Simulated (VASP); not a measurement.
Wanted: the native input for a VASP 6.6.1 run.

* Task: relaxation of cell and atoms
* Functional: PBE
* Potentials or basis: VASP PAW PBE potentials, release 64 (Hf_pv)
* Cutoff: 520 eV
* k mesh: 17 × 17 × 17
* Occupations: gaussian, width 0.1 eV
* Spin: no spin polarisation
* Further INCAR settings: ALGO = Normal; EDIFF = 1e-06; IBRION = 2; EDIFFG = -0.01; NSW = 90; ISIF = 3

The structure of Hf lies in POSCAR:

```
Hf
1.0
   -1.8050000000      1.8050000000      1.8050000000
    1.8050000000     -1.8050000000      1.8050000000
    1.8050000000      1.8050000000     -1.8050000000
Hf
1
Direct
    0.0000000000      0.0000000000      0.0000000000
```

This isn't the form of Hf at room conditions, which is hcp.

One way to write it, as run:

INCAR

```
PREC = Accurate ; ENCUT = 520
EDIFF = 1E-6 ; ISMEAR = 0
SIGMA = 0.1 ; LREAL = False
LASPH = True ; NELM = 120
ALGO = Normal ; ISIF = 3
LWAVE = False ; LCHARG = False
GGA = PE ; IBRION = 2
NSW = 90 ; EDIFFG = -0.01
```

KPOINTS

```
regular mesh
0
Gamma
  17 17 17
```

Potentials or basis: VASP PAW PBE potentials, release 64 (Hf_pv).

Run with:

```bash
$ cat potpaw_PBE.64/Hf_pv/POTCAR > POTCAR
$ mpirun -np 1 vasp_std > vasp.out
```

It gave:

```yaml
Relaxed_volume: 22.22 Å³/atom
Relaxed_cell: a = 3.067 Å, b = 3.067 Å, c = 3.067 Å, α = 109.47°, β = 109.47°, γ = 109.47°
Space_group_after_relaxing_to_0.05_Å: Im-3m (No. 229)
Energy_gained_by_relaxing: 22.1 meV/atom
Ionic_steps: 4
Pressure_after_relaxing: 0.1 GPa
Band_gap_on_the_k_mesh: none (metal or under the smearing width)
```

It took 28 s on 1 thread of Intel(R) Xeon(R) Platinum 8488C (Sapphire Rapids) (shared host), peak memory 0.17 GiB.
